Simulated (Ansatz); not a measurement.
Runs of Ansatz 0.2.0 on FePt (Tetraferroplatinum). The structure is tetragonal, space group P4/mmm (No. 123). The conventional cell has a = 2.724 Å, b = 2.724 Å, c = 3.720 Å, α = 90.00°, β = 90.00°, γ = 90.00°. Pt (site symmetry 4/mmm) is surrounded by 8 Fe at 2.68 Å and 4 Pt at 2.72 Å. Fe (site symmetry 4/mmm) is surrounded by 8 Pt at 2.68 Å and 4 Fe at 2.72 Å. 

```csv
task,level,spin,cell,k mesh,smearing,points for each segment of the path,gap on the mesh (eV),pressure (GPa),moment (μB),relaxed volume (Å³/atom)
band structure,PBE,"collinear, ferromagnetic start",as given,10 × 10 × 7,fermi-dirac 0.05 eV,14,none,3.4,3.28,-
relaxation of cell and atoms,PBE+D4,"collinear, ferromagnetic start",relaxed,10 × 10 × 7,fermi-dirac 0.05 eV,-,-,0.0,3.26,13.65
band structure,RPBE,"collinear, ferromagnetic start",as given,10 × 10 × 7,fermi-dirac 0.05 eV,14,none,8.4,3.31,-
relaxation of cell and atoms,revPBE+D3(BJ),"collinear, ferromagnetic start",relaxed,10 × 10 × 7,fermi-dirac 0.05 eV,-,-,0.0,3.25,13.45
band structure,PBE,"non-collinear, ferromagnetic start, SOC",as given,7 × 7 × 5,fermi-dirac 0.05 eV,14,none,3.1,3.25,-
relaxation of cell and atoms,PBEsol+D3(BJ),"collinear, ferromagnetic start",relaxed,10 × 10 × 7,fermi-dirac 0.05 eV,-,-,0.0,(c),13.08
relaxation of cell and atoms,RPBE+D4,"collinear, ferromagnetic start",relaxed,10 × 10 × 7,fermi-dirac 0.05 eV,-,-,0.0,3.28,13.62
relaxation of cell and atoms,PBE,"collinear, ferromagnetic start",relaxed,10 × 10 × 7,fermi-dirac 0.05 eV,-,-,0.0,3.31,14.02
band structure,PBEsol,"non-collinear, ferromagnetic start, SOC",as given,7 × 7 × 5,fermi-dirac 0.05 eV,14,none,(b),3.25,-
band structure,PBEsol,"collinear, ferromagnetic start",as given,10 × 10 × 7,fermi-dirac 0.05 eV,14,none,-6.0,3.28,-
single point,PBE,"collinear, ferromagnetic start",as given,10 × 10 × 7,gaussian 0.011 eV,-,none,3.4,3.27,-
band structure,LDA,"collinear, ferromagnetic start",as given,10 × 10 × 7,fermi-dirac 0.05 eV,14,none,-12.7,(a),-
```

Alike in all rows: potentials or basis Ansatz PAW; cutoff (eV) 420.

**Question.** Estimate the missing entries.

**Answer.** (a) 3.22; (b) -6.3; (c) 3.20.

Caveats: the PAW data sets come from PBE, with cores solved anew for the run's functional, which leaves a small shift of forces and pressure (some runs); the plane-wave basis is chosen anew once the cell has moved, so the energies of steps on either side of that aren't comparable (some runs); spin-orbit coupling is left out, which moves the levels of the heavy elements (some runs); the thresholds are loose for stress (some runs).

A k mesh can miss the band edges, and rows without SOC leave out spin-orbit coupling on Pt.

A gap of «none» marks a metal or a gap under the smearing width.
